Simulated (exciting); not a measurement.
A run of exciting (release sodium) is set up as follows.

Contents of input.xml:

```xml
<input>
  <title>Pb</title>
  <structure speciespath="./" tshift="false">
    <crystal scale="6.4796270145">
      <basevect>-0.577350269188 0.577350269188 0.577350269188</basevect>
      <basevect>0.577350269188 -0.577350269188 0.577350269188</basevect>
      <basevect>0.577350269188 0.577350269188 -0.577350269188</basevect>
    </crystal>
    <species speciesfile="Pb.xml" rmt="2.3">
      <atom coord="0.000000000000 0.000000000000 0.000000000000" bfcmt="0 0 -8"/>
    </species>
  </structure>
  <groundstate do="fromscratch" ngridk="9 9 9" rgkmax="8" gmaxvr="14" lmaxapw="10" lmaxmat="10" lmaxvr="8" xctype="GGA_PBE_SOL" stype="Gaussian" swidth="0.00183747" nempty="16" ValenceRelativity="iora*" epsengy="1e-05" epspot="1e-05" maxscl="90" outputlevel="normal">
    <spin reducebf="0.5"/>
  </groundstate>
  <properties>
    <chargedensityplot>
      <plot3d>
        <box grid="18 18 18">
          <origin coord="0 0 0"/>
          <point coord="1 0 0"/>
          <point coord="0 1 0"/>
          <point coord="0 0 1"/>
        </box>
      </plot3d>
    </chargedensityplot>
    <elfplot>
      <plot3d>
        <box grid="18 18 18">
          <origin coord="0 0 0"/>
          <point coord="1 0 0"/>
          <point coord="0 1 0"/>
          <point coord="0 0 1"/>
        </box>
      </plot3d>
    </elfplot>
    <exccplot>
      <plot3d>
        <box grid="18 18 18">
          <origin coord="0 0 0"/>
          <point coord="1 0 0"/>
          <point coord="0 1 0"/>
          <point coord="0 0 1"/>
        </box>
      </plot3d>
    </exccplot>
  </properties>
</input>
```

Potentials or basis: all-electron LAPW+lo, shipped species files, valence relativity iora*.

Launch:

```bash
$ OMP_NUM_THREADS=1 exciting_smp
```

Task: Predict the net moment.

Result: 0.00 μB per cell.

Task: What does it give for the band gap on the k mesh?

Result: None (metal or under the smearing width).

The run has no spin-orbit coupling, so splittings on Pb are missing.
